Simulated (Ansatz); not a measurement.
Wanted: the native input for an Ansatz 0.2.0 run.

- Task: band structure
- Functional: r2SCAN
- Potentials or basis: Ansatz PAW
- Cutoff: 500 eV (not typed: the program's choice for these potentials)
- k mesh: 4 × 8 × 1
- Occupations: fermi-dirac, width 0.05 eV
- Spin: no spin polarisation
- Path: [["G", "Y", "H", "C", "E", "M1", "A", "X", "H1"], ["M", "D", "Z"], ["Y", "D"]]
- Points for each segment of the path: 14

Slab: Te2Mo, a slab with vacuum.

```xyz
6
Lattice="6.3616 0.0000 0.0000 0.0000 3.4804 0.0000 -0.0857 0.0000 36.1759" Properties=species:S:1:pos:R:3 pbc="T T T"
Te    2.6844    2.6103   19.5604
Te    3.5915    0.8701   16.6155
Te    5.8104    0.8701   20.1329
Te    0.4655    2.6103   16.0430
Mo    1.1110    0.8701   17.9963
Mo    5.1649    2.6103   18.1796
```

One way to write it, as run:

input.yaml

```yaml
crystal:
  lattice:
    - [6.3616090156, 0.0, 0.0]
    - [0.0, 3.48040306, 0.0]
    - [-0.0857412231, 0.0, 36.1758904685]
  atoms:
    - { symbol: Te, position: [0.4292511, 0.75, 0.54070358] }
    - { symbol: Te, position: [0.5707489, 0.25, 0.45929642] }
    - { symbol: Te, position: [0.92084787, 0.25, 0.55652732] }
    - { symbol: Te, position: [0.07915213, 0.75, 0.44347268] }
    - { symbol: Mo, position: [0.18134756, 0.25, 0.49746537] }
    - { symbol: Mo, position: [0.81865244, 0.75, 0.50253463] }
hamiltonian:
  xc: r2scan
  pseudopotentials: { kind: paw }
kpoints:
  mp_grid: { grid: [4, 8, 1] }
  band_path:
    path:
      - [[0.0, 0.0, 0.0], [0.0, 0.0, 0.5], [-0.4997944133, 0.0, 0.5067361864], [-0.5, 0.0, 0.5], [-0.5, 0.5, 0.5], [-0.5002055867, 0.5, 0.4932638136], [-0.5, 0.5, 0.0], [-0.5, 0.0, 0.0], [-0.5002055867, 0.0, 0.4932638136]]
      - [[-0.4997944133, 0.5, 0.5067361864], [0.0, 0.5, 0.5], [0.0, 0.5, 0.0]]
      - [[0.0, 0.0, 0.5], [0.0, 0.5, 0.5]]
    npoints: 14
scf:
  occupations: { method: fermi_dirac, width: 0.05 }
  n_extra_bands: 15
output:
  forces: true
  stress: true
  eigenvalues: true
  fatbands: false
```

Potentials or basis: Ansatz PAW.

The run is started by

```sh
$ ansatz run input.yaml --threads 2 --pin off --max-ram 5632MiB --backend cpu --events-out ev --progress --plain --runs-dir out
```

It gave:

| Property | Result |
| --- | --- |
| Largest force | 0.019 eV/Å |
| Band gap on the k mesh | none (metal or under the smearing width) |

Caveat: spin-orbit coupling is left out, which moves the levels of the heavy elements; the PAW data sets come from PBE, with cores solved anew for the run's functional, which leaves a small shift of forces and pressure.

It took 7.6 min on 2 threads of AMD EPYC (Zen 3), on a shared host, peak memory 3.5 GiB.
